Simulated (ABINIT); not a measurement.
# As (R-3m) in ABINIT: further runs

Runs on As. Level: PBEsol. Tasks: band structure.

All numbers are computed with ABINIT 10.8.3 (patched build); they aren't measurements. Logs are shortened: lines on timing, memory, paths and dates and some standing lists are left out, and cuts for length are marked. The log counts tension as positive stress, the text compression.

## (1) The crystal as given

The structure is trigonal, space group R-3m (No. 166). The conventional cell has a = 3.762 Å, b = 3.762 Å, c = 10.542 Å, α = 90.00°, β = 90.00°, γ = 120.00°. Around As (site symmetry 3m) lie 3 As at 2.51 Å.

## (2) Band structure, PBEsol

Contents of run.abi:

```
# Datasets: ground state, then fixed potential
ndtset 2

# Pseudopotentials
pp_dirpath "./"
pseudos "As.upf"

# Structure
acell 7.8064586208 7.8064586208 7.8064586208
rprim
     0.4552885255     0.2628609527     0.8506564983
    -0.4552885255     0.2628609527     0.8506564983
     0.0000000000    -0.5257219055     0.8506564983
ntypat 1
znucl 33
natom 2
typat 1 1
xred
     0.2260000000     0.2260000000     0.2260000000
     0.7740000000     0.7740000000     0.7740000000

# Plane-wave basis
ecut 42.0

# Exchange and correlation
ixc -116133

# Bands and occupations
occopt 3
tsmear 0.05 eV

# SCF cycle
nstep 100

# Output
iomode 3
prtwf 0
prteig 0
prtebands 0
enunit 1
prtden1 1

# Dataset 1
kptopt1 1
ngkpt1 9 9 9
nshiftk1 1
shiftk1 0.0 0.0 0.0
nband1 19
tolvrs1 1.0e-10

# Dataset 2: bands along G-L-B1
iscf2 -2
getden2 1
nband2 25
nbdbuf2 4
tolwfr2 1.0e-11
kptopt2 -2
ndivsm2 6
prteig2 1
prtvol2 -3
kptbounds2
     0.0000000000     0.0000000000     0.0000000000
     0.5000000000     0.0000000000     0.0000000000
     0.5000000000     0.2303245873    -0.2303245873
```

Potentials or basis: PseudoDojo NC SR PBEsol v0.4.1 standard.

Run with:

```console
$ abinit run.abi > log 2>&1
```

run.abo:

```text
.Version 10.8.3 of ABINIT
 DATASET    1 : space group R-3 m (#166); Bravais hR (rhombohedral)
================================================================================
 Values of the parameters that define the memory need for DATASET  1.
     intxc =       0    ionmov =       0      iscf =       7    lmnmax =       6
     lnmax =       6     mgfft =      48  mpssoang =       3    mqgrid =    3001
     natom =       2  nloc_mem =       1    nspden =       1   nspinor =       1
    nsppol =       1      nsym =      12    n1xccc =    2501    ntypat =       1
    occopt =       3   xclevel =       2
       mpw =        3817          nfft =      110592          nkpt =          85
================================================================================
================================================================================

 DATASET    2 : space group R-3 m (#166); Bravais hR (rhombohedral)
================================================================================
 Values of the parameters that define the memory need for DATASET  2.
     intxc =       0    ionmov =       0      iscf =      -2    lmnmax =       6
     lnmax =       6     mgfft =      48  mpssoang =       3    mqgrid =    3001
     natom =       2  nloc_mem =       1    nspden =       1   nspinor =       1
    nsppol =       1      nsym =      12    n1xccc =    2501    ntypat =       1
    occopt =       3   xclevel =       2
       mpw =        3797          nfft =      110592          nkpt =          15
================================================================================
================================================================================

--------------------------------------------------------------------------------
------------- Echo of variables that govern the present computation ------------
--------------------------------------------------------------------------------
 -outvars: echo values of preprocessed input variables --------
            acell      7.8064586208E+00  7.8064586208E+00  7.8064586208E+00 Bohr
              amu      7.49215900E+01
             ecut      4.20000000E+01 Hartree
           enunit           1
           getden1          0
           getden2          1
             iscf1          7
             iscf2         -2
              ixc     -116133
           jdtset        1    2
           kptopt1          1
           kptopt2         -2
         kptrlatt        9    0    0      0    9    0      0    0    9
          kptrlen1     6.39754386E+01
          kptrlen2     3.00000000E+01
            natom           2
            nband1         19
            nband2         25
           nbdbuf1          0
[... 385 lines left out ...]
pressure_GPa: null
xred      :
- [  2.2600E-01,   2.2600E-01,   2.2600E-01, As]
- [  7.7400E-01,   7.7400E-01,   7.7400E-01, As]
cartesian_forces: null
force_length_stats: {min: null, max: null, mean: null, }
...

 Integrated electronic density in atomic spheres:
 ------------------------------------------------
 Atom  Sphere_radius  Integrated_density
    1        2.00000         12.27969066
    2        2.00000         12.27969066
================================================================================

 ----iterations are completed or convergence reached----

 Mean square residual over all n,k,spin=   48.043E-13; max=  99.291E-13
 reduced coordinates (array xred) for    2 atoms
       0.226000000000      0.226000000000      0.226000000000
       0.774000000000      0.774000000000      0.774000000000

 cartesian coordinates (angstrom) at end:
    1      0.00000000000000    -0.00000000009336     2.38253403063040
    2      0.00000000000000    -0.00000000031974     8.15965194561032
 length scales=  7.806458620800  7.806458620800  7.806458620800 bohr
              =  4.130999997182  4.130999997182  4.130999997182 angstroms
 Eigenvalues (   eV  ) for nkpt=  15  k points:
 kpt#   1, nband= 25, wtk=  1.00000, kpt=  0.0000  0.0000  0.0000 (reduced coord)
 -30.84012  -30.84012  -30.79815  -30.79815  -30.75620  -30.72523  -30.72523  -30.70631
 -30.67520  -30.67520   -9.56942   -0.30420    3.02034    3.48494    3.48494    7.10207
   8.40478    8.40478   12.37921   12.37921   12.85741   14.28550   14.35618   14.35618
  14.51529
 kpt#   2, nband= 25, wtk=  1.00000, kpt=  0.0625  0.0000  0.0000 (reduced coord)
 -30.83977  -30.83898  -30.79768  -30.79722  -30.75604  -30.72578  -30.72521  -30.70714
 -30.67613  -30.67575   -9.51692   -0.49322    3.05311    3.43586    3.44244    7.23532
   8.28413    8.37365   11.94037   12.28360   12.48448   14.61200   14.74631   14.90455
  15.18034
 kpt#   3, nband= 25, wtk=  1.00000, kpt=  0.1250  0.0000  0.0000 (reduced coord)
 -30.83876  -30.83566  -30.79630  -30.79452  -30.75557  -30.72743  -30.72516  -30.70966
 -30.67876  -30.67733   -9.35991   -1.01043    2.99679    3.32787    3.49075    7.38492
   8.05840    8.24957   11.30449   12.08322   12.26724   15.42223   15.66285   15.85949
  16.63809
 kpt#   4, nband= 25, wtk=  1.00000, kpt=  0.1875  0.0000  0.0000 (reduced coord)
 -30.83717  -30.83037  -30.79408  -30.79026  -30.75485  -30.73011  -30.72507  -30.71389
[... 44 lines left out ...]
 -30.83642  -30.77678  -30.77586  -30.76586  -30.76422  -30.75808  -30.74656  -30.71257
 -30.71059  -30.68690   -6.00568   -5.69351   -0.24190    1.58712    3.40850    6.37555
  10.02661   10.13725   12.53312   12.99190   16.12192   17.96548   19.31056   20.40468
  23.10032
 kpt#  14, nband= 25, wtk=  1.00000, kpt=  0.5000  0.1919 -0.1919 (reduced coord)
 -30.83689  -30.78327  -30.77312  -30.76756  -30.76428  -30.75220  -30.74671  -30.71613
 -30.70740  -30.68616   -5.91613   -5.57460   -0.49254    0.76330    3.75964    6.59742
  10.63902   10.99414   12.14157   12.47360   17.05667   18.53368   18.83895   20.36711
  23.32443
 kpt#  15, nband= 25, wtk=  1.00000, kpt=  0.5000  0.2303 -0.2303 (reduced coord)
 -30.83654  -30.79173  -30.77659  -30.77043  -30.75661  -30.74795  -30.74462  -30.71908
 -30.70446  -30.68583   -6.26346   -5.10487   -0.40799    0.11323    4.13940    6.74825
  10.70266   10.90991   12.32065   12.80848   17.80941   18.38528   18.60181   21.51340
  21.75416

== END DATASET(S) ==============================================================
================================================================================

 -outvars: echo values of variables after computation  --------
            acell      7.8064586208E+00  7.8064586208E+00  7.8064586208E+00 Bohr
           etotal1    -2.1186536231E+02
            fcart1    -2.7542230046E-19  3.8107963399E-19  7.3042366936E-03
                       2.7542230046E-19 -3.8107963399E-19 -7.3042366936E-03
            rprim      4.5528852550E-01  2.6286095270E-01  8.5065649830E-01
                      -4.5528852550E-01  2.6286095270E-01  8.5065649830E-01
                       0.0000000000E+00 -5.2572190550E-01  8.5065649830E-01
           strten1    -2.1096236306E-05 -2.1096232723E-05  8.0537136420E-06
                       8.0081494000E-13  0.0000000000E+00  0.0000000000E+00
           xangst      1.4428841128E-17 -9.3360773550E-11  2.3825340306E+00
                       1.0307210352E-16 -3.1974000772E-10  8.1596519456E+00
             xred      2.2600000000E-01  2.2600000000E-01  2.2600000000E-01
                       7.7400000000E-01  7.7400000000E-01  7.7400000000E-01
 Calculation completed.
```

It took 9.5 min on 1 thread of Intel Xeon at 2.50GHz (Skylake/Cascade Lake), shared host; peak memory 0.18 GiB.

Results:

- Free energy: -5765.1502 eV
- Pressure: 0.3 GPa
- Largest force: 0.376 eV/Å
- Band gap on the k mesh: none (metal or under the smearing width)
- Valence electrons inside the program's atomic spheres: As 12.28 (radii [1.0584] Å)

Forces on the atoms (eV/Å):
```
As   0.000  0.000  0.376
As   0.000  0.000 -0.376
```

Levels at the corners of the path, in eV from the Fermi level:
```tsv
point	band 13	band 14	band 15	band 16	band 17	band 18
Γ	-2.47	-2.01	-2.01	1.61	2.91	2.91
L	-2.85	-2.79	-0.36	-0.35	0.35	1.41
B1	-5.90	-5.38	-1.35	1.25	5.21	5.42
```

## (3) Band structure, PBEsol

run.abi, as its differences from that of step 2:

```diff
@@ -8,3 +8,3 @@
 # Structure
-acell 7.8064586208 7.8064586208 7.8064586208
+acell 4.131 4.131 4.131 Angstrom
 rprim
@@ -41,2 +41,6 @@
 prtden1 1
+prtvha1 1
+prtvclmb1 1
+prtpot1 1
+prtelf1 1
 
@@ -57,5 +61,4 @@
 kptopt2 -2
-ndivsm2 6
+ndivsm2 5
 prteig2 1
-prtvol2 -3
 kptbounds2
```

Potentials or basis: PseudoDojo NC SR PBEsol v0.4.1 standard.

Run with:

```console
$ abinit run.abi > log 2>&1
```

Wall time 4.1 min (1 thread of Arm Neoverse V1, shared host); peak memory 0.18 GiB.

Results (log left out):

```
Free energy                                           : -5765.1502 eV
Pressure                                              : 0.3 GPa
Largest force                                         : 0.376 eV/Å
Band gap on the k mesh                                : none (metal or under the smearing width)
Valence electrons inside the program's atomic spheres : As 12.28 (radii [1.0584] Å)
```

Forces in eV/Å, atoms in the order of the input:
```
As   0.000  0.000  0.376
As   0.000  0.000 -0.376
```

Stress tensor (GPa, compression positive):
```
 0.62  0.00  0.00
 0.00  0.62  0.00
 0.00  0.00 -0.24
```

Levels at the corners of the path, in eV from the Fermi level:
| point | band 12 | band 13 | band 14 | band 15 | band 16 | band 17 | band 18 | band 19 |
| --- | --- | --- | --- | --- | --- | --- | --- | --- |
| Γ | -5.80 | -2.47 | -2.01 | -2.01 | 1.61 | 2.91 | 2.91 | 6.89 |
| L | -11.10 | -2.85 | -2.79 | -0.36 | -0.35 | 0.35 | 1.41 | 8.91 |
| B1 | -10.60 | -5.90 | -5.38 | -1.35 | 1.25 | 5.21 | 5.42 | 6.83 |

## (4) The reference run

An earlier run on the cell as given: functional PBEsol; potentials or basis PseudoDojo NC SR PBEsol v0.4.1 standard; cutoff 1143 eV; k mesh 9 × 9 × 9; occupations fermi-dirac, width 0.05 eV; no spin polarisation.

- Pressure: 0.3 GPa
- Largest force: 0.376 eV/Å
- Band gap on the k mesh: none (metal or under the smearing width)
- Valence electrons inside the program's atomic spheres: As 12.28 (radii [1.0584] Å)
